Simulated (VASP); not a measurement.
# As (R-3m) in VASP: further runs, part 2 of 2

VASP 6.6.1. Earlier steps stand in the parts before.

### 3 Relaxation of cell and atoms, PBE

This run uses another cell than the first one, of 22.64 Å³/atom, 1.052 times its volume.

INCAR reads:

```
PREC = Accurate ; ENCUT = 520
EDIFF = 1E-7 ; ISMEAR = 0
SIGMA = 0.1 ; LREAL = False
LASPH = True ; NELM = 120
ALGO = Normal ; ISIF = 3
LWAVE = False ; LCHARG = False
GGA = PE ; IBRION = 2
NSW = 60 ; EDIFFG = -0.005
POTIM = 0.3
```

KPOINTS reads:

```
Automatic mesh
0
Gamma
  14 14 14
```

POSCAR reads:

```
As                                      
1.0
    1.9075397870      1.1013186131      3.5925598923
   -1.9075397870      1.1013186131      3.5925598923
   -0.0000000000     -2.2026372159      3.5925598923
  As            
     2
Direct
     0.7733280868345804    0.7733280868345804    0.7733280868347215
     0.2266719131654195    0.2266719131654195    0.2266719131652785
```

Potentials or basis: VASP PAW PBE potentials, release 64 (As).

On the command line:

```
cat potpaw_PBE.64/As/POTCAR > POTCAR
mpirun -np 1 vasp_std > vasp.out
```

OUTCAR:

```text
PREC = Accurate
   ENCUT = 520
   EDIFF = 1E-7
   ISMEAR = 0
   LREAL = False
   LASPH = True
   NELM = 120
   ISIF = 3
   GGA = PE
   IBRION = 2
   NSW = 60
   EDIFFG = -0.005
   POTIM = 0.3

 ion  position               nearest neighbor table
   1  0.773  0.773  0.773-   2 2.55   2 2.55   2 2.55
   2  0.227  0.227  0.227-   1 2.55   1 2.55   1 2.55

  LATTYP: Found a trigonal (rhomboedric) cell.
 ALAT       =     4.2140357505
 COS(alpha) =     0.5901916766

  Lattice vectors:

 A1 = (   1.9075397870,   1.1013186131,   3.5925598923)
 A2 = (  -1.9075397870,   1.1013186131,   3.5925598923)
 A3 = (   0.0000000000,  -2.2026372159,   3.5925598923)

Analysis of symmetry for initial positions (statically):
=====================================================================
 Subroutine PRICEL returns:
 Original cell was already a primitive cell.

 Routine SETGRP: Setting up the symmetry group for a
 trigonal (rhombohedral) supercell.

 Subroutine GETGRP returns: Found 12 space group operations
 (whereof 12 operations were pure point group operations)
 out of a pool of 12 trial point group operations.

The static configuration has the point symmetry D_3d.

Analysis of symmetry for dynamics (positions and initial velocities):
=====================================================================
 Subroutine PRICEL returns:
 Original cell was already a primitive cell.

 Routine SETGRP: Setting up the symmetry group for a
 trigonal (rhombohedral) supercell.

 Subroutine GETGRP returns: Found 12 space group operations
 (whereof 12 operations were pure point group operations)
 out of a pool of 12 trial point group operations.

The dynamic configuration has the point symmetry D_3d.

 Subroutine INISYM returns: Found 12 space group operations
 (whereof 12 operations are pure point group operations),
 and found     1 'primitive' translations

----------------------------------------------------------------------------------------

                                     Primitive cell

  volume of cell :      45.2837

  direct lattice vectors                    reciprocal lattice vectors
     1.907539787  1.101318613  3.592559892     0.262117731  0.151333742  0.092784350
    -1.907539787  1.101318613  3.592559892    -0.262117731  0.151333742  0.092784350
     0.000000000 -2.202637216  3.592559892     0.000000000 -0.302667485  0.092784350

  length of vectors
     4.214035750  4.214035750  4.214035748     0.316569963  0.316569963  0.316569964

  position of ions in fractional coordinates (direct lattice)
     0.773328087  0.773328087  0.773328087
     0.226671913  0.226671913  0.226671913

  ion indices of the primitive-cell ions
   primitive index   ion index
                 1           1
                 2           2

----------------------------------------------------------------------------------------

 KPOINTS: Automatic mesh
[... 48 lines left out ...]
  0.285714  0.142857  0.000000     12.000000
 [... further k-points ...]
   k-points           NKPTS =    288   k-points in BZ     NKDIM =    288   number of bands    NBANDS=      9
   number of dos      NEDOS =    301   number of ions     NIONS =      2
   total plane-waves  NPLWV =  32768
   dimension x,y,z NGX =    32 NGY =   32 NGZ =   32
   dimension x,y,z NGXF=    64 NGYF=   64 NGZF=   64
   ions per type =               2
   NGX,Y,Z   is equivalent  to a cutoff of  12.62, 12.62, 12.62 a.u.
   NGXF,Y,Z  is equivalent  to a cutoff of  25.25, 25.25, 25.25 a.u.
 SYSTEM =  unknown system
   PREC   = accura    normal or accurate (medium, high low for compatibility)
   ISTART =      0    job   : 0-new  1-cont  2-samecut
   ICHARG =      2    charge: 1-file 2-atom 10-const
   ISPIN  =      1    spin polarized calculation?
   LNONCOLLINEAR =      F non collinear calculations
   LSORBIT =      F    spin-orbit coupling
   LASPH  =      T    aspherical Exc in radial PAW
   ENCUT  =  520.0 eV  38.22 Ry    6.18 a.u.   7.84  7.84  7.84*2*pi/ulx,y,z
   NELM   =    120;   NELMIN=  2; NELMDL= -5     # of ELM steps
   EDIFF  = 0.1E-06   stopping-criterion for ELM
   LREAL  =      F    real-space projection
   EDIFFG = -.5E-02   stopping-criterion for IOM
   NSW    =     60    number of steps for IOM
   IBRION =      2    ionic relax: 0-MD 1-quasi-New 2-CG
   NFREE  =      1    steps in history (QN), initial steepest desc. (CG)
   ISIF   =      3    stress and relaxation
   ISYM   =      2    0-nonsym 1-usesym 2-fastsym
   POTIM  = 0.3000    time-step for ionic-motion
   TEBEG  =    0.0;   TEEND  =   0.0 temperature during run
   PSTRESS=    0.0 pullay stress
   NELECT =      10.0000    total number of electrons
   NUPDOWN=      -1.0000    fix difference up-down
   EMIN   =  10.00;   EMAX   =-10.00  energy-range for DOS
   EFERMI =   0.00;   METHOD = LEGACY
   ISMEAR =     0;   SIGMA  =   0.10  broadening in eV -4-tet -1-fermi 0-gaus
   EFERMI_NEDOS =   21; number of points for ismear=-14 and -15
   IALGO  =     38    algorithm
   IMIX   =      4    mixing-type and parameters
     AMIX     =   0.40;   BMIX     =  1.00
     AMIX_MAG =   1.60;   BMIX_MAG =  1.00
  volume/ion in A,a.u.               =      22.64       152.79
  Fermi-wavevector in a.u.,A,eV,Ry     =   0.989527  1.869934 13.322324  0.979163
  Thomas-Fermi vector in A             =   2.121132
   LORBIT       =      0    0 simple, 1 ext, 2 COOP (PROOUT), +10 PAW based schemes
   GGA     = PE    functional components
   LHFCALC =     F    Hartree Fock is set to
   AEXX    =    0.0000 exact exchange contribution
   IVDW    =     0    specifies the selected vdW correction
   LEPSILON=     F    determine dielectric tensor
   LRPA    =     F    only Hartree local field effects (RPA)
 conjugate gradient relaxation of ions
 non-spin polarized calculation
 Gauss-broadening in eV      SIGMA  =   0.10
  energy-cutoff  :      520.00
  volume of cell :       45.28
 maximum number of plane-waves:      1236
   NGX = 15   NGY = 15   NGZ = 15

--------------------------------------- Ionic step        1  -------------------------------------------

 number of electron      10.0000000 magnetization

 number of electron       9.9999999 magnetization

 Free energy of the ion-electron system (eV)
  ---------------------------------------------------
  ext. energy  EPLUGINS =         0.00000000
  ---------------------------------------------------
  free energy    TOTEN  =        -9.34291822 eV

  energy without entropy =       -9.34207976  energy(sigma->0) =       -9.34249899

------------------------ aborting loop because EDIFF is reached ----------------------------------------

  FORCE on cell =-STRESS in cart. coord.  units (eV):
  Direction    XX          YY          ZZ          XY          YZ          ZX
  --------------------------------------------------------------------------------------
  -------------------------------------------------------------------------------------
  Total        0.0087639      0.0087639      0.0049986      0.0000000      0.0000000      0.0000000
  in kB        0.3100733      0.3100733      0.1768550      0.0000000      0.0000000      0.0000000
  external PRESSURE =       0.2656672 kB  Pullay stress =       0.0000000 kB
[... 59 lines left out ...]
--------------------------------------- Ionic step        3  -------------------------------------------

 number of electron       9.9999999 magnetization

 Free energy of the ion-electron system (eV)
  ---------------------------------------------------
  ext. energy  EPLUGINS =         0.00000000
  ---------------------------------------------------
  free energy    TOTEN  =        -9.34292569 eV

  energy without entropy =       -9.34208541  energy(sigma->0) =       -9.34250555

 E-fermi :   4.9539     XC(G=0):  -9.7431

 val. band max:        4.8903613790   @ k =   0.4286   0.0000   0.0000
 cond. band min:       4.9600327603   @ k =  -0.4286   0.5000   0.4286
 fundamental gap:      0.0696713813
 Fermi energy:         4.9539131816

 k-point     1 :       0.0000    0.0000    0.0000
  band No.  band energies     occupation
      1      -9.6948      2.00000
      2      -1.1695      2.00000
      3       2.5061      2.00000
      4       3.0332      2.00000
      5       3.0332      2.00000
      6       6.5592      0.00000
      7       7.7340      0.00000
      8       7.7340      0.00000
      9      11.8290      0.00000
[... 265 lines left out ...]
 k-point    24 :       0.2857    0.1429    0.0000
  band No.  band energies     occupation
      1      -8.8248      2.00000
      2      -3.1533      2.00000
      3       1.4332      2.00000
      4       1.9548      2.00000
      5       3.7263      2.00000
      6       6.2052      0.00000
      7       7.5368      0.00000
      8       7.9149      0.00000
      9      10.1096      0.00000

 [... further k-points ...]
[... 5 lines left out ...]
  --------------------------------------------------------------------------------------
  -------------------------------------------------------------------------------------
  Total       -0.0063097     -0.0063097      0.0038885      0.0000000      0.0000000      0.0000000
  in kB       -0.2230412     -0.2230412      0.1374549      0.0000000      0.0000000      0.0000000
  external PRESSURE =      -0.1028759 kB  Pullay stress =       0.0000000 kB
[... 17 lines left out ...]
  FREE ENERGIE OF THE ION-ELECTRON SYSTEM (eV)
  ---------------------------------------------------
  free  energy   TOTEN  =        -9.3429256853 eV

  energy  without entropy=       -9.3420854122  energy(sigma->0) =       -9.34250555

 reached required accuracy - stopping structural energy minimisation
```

CONTCAR:

```text
As
   1.00000000000000
     1.9082066792981967    1.1017036435499288    3.5932762652724737
    -1.9082066792981967    1.1017036435499288    3.5932762652724737
     0.0000000000000000   -2.2034072767942030    3.5932762652718440
  As
     2
Direct
     0.7733832483136616    0.7733832483136616    0.7733832483138037
     0.2266167516863384    0.2266167516863384    0.2266167516861963

  0.00000000E+00  0.00000000E+00  0.00000000E+00
  0.00000000E+00  0.00000000E+00  0.00000000E+00
```

It took 3.2 min on 1 thread of Intel Xeon Platinum 8375C at 2.90GHz (Ice Lake), shared host; peak memory 0.26 GiB.

Results:

| Item | Value |
| --- | --- |
| Free energy | -9.3429 eV |
| Relaxed volume | 22.66 Å³/atom |
| Relaxed cell | a = 4.215 Å, b = 4.215 Å, c = 4.215 Å, α = 53.84°, β = 53.84°, γ = 53.84° |
| Space group after relaxing (to 0.05 Å) | R-3m (No. 166) |
| Energy gained by relaxing | 0.0 meV/atom |
| Ionic steps | 3 |
| Pressure after relaxing | 0.0 GPa |
| Band gap on the k mesh | none (metal or under the smearing width) |

Forces in eV/Å, atoms in the order of the input:
```
As   0.000  0.000  0.003
As   0.000  0.000 -0.003
```

Final structure:
```
CELL_PARAMETERS angstrom
1.90821 1.10170 3.59328
-1.90821 1.10170 3.59328
0.00000 -2.20341 3.59328
ATOMIC_POSITIONS crystal
As 0.77338 0.77338 0.77338
As 0.22662 0.22662 0.22662
```

Levels at points of the mesh, in eV from the Fermi level:
```csv
k point,band 2,band 3,band 4,band 5,band 6,band 7,band 8,band 9
"(0.00, 0.00, 0.00)",-6.12,-2.45,-1.92,-1.92,1.61,2.78,2.78,6.88
"(0.50, 0.00, 0.00)",-10.89,-2.75,-2.71,-0.47,-0.34,0.36,1.37,8.82
"(0.50, 0.50, 0.00)",-9.64,-5.74,-4.02,-3.90,1.59,5.09,6.57,6.76
"(0.50, 0.50, 0.50)",-9.82,-1.66,-1.66,-0.70,0.80,0.80,1.65,7.89
```
